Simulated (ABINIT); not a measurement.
Mo:

```xyz
1
Lattice="-1.5838 1.5838 1.5838 1.5838 -1.5838 1.5838 1.5838 1.5838 -1.5838" Properties=species:S:1:pos:R:3 pbc="T T T"
Mo    0.0000    0.0000    0.0000
```

Base run:

```yaml
Program: ABINIT 10.8.3 (patched build)
Functional: PBEsol
Potentials_or_basis: JTH PAW PBE v2.0
Cutoff: 408 eV
k_mesh: 16 × 16 × 16
Occupations: fermi-dirac, width 0.05 eV
Spin: no spin polarisation
```

Its results: band gap on the k mesh none (metal or under the smearing width); pressure -9.0 GPa.

Task: After a change of settings the same cell gave: band gap on the k mesh none (metal or under the smearing width); pressure -8.2 GPa. Which change was it?
A. functional from PBEsol to revPBE; k mesh from 16 × 16 × 16 to 12 × 12 × 12
B. functional from PBEsol to BLYP; k mesh from 16 × 16 × 16 to 12 × 12 × 12
C. k mesh from 16 × 16 × 16 to 7 × 7 × 7
D. functional from PBEsol to PBE

Result: C.

Caveats: some runs use coarse meshes; the PAW data sets were made with another functional, which shifts forces and pressure a little.
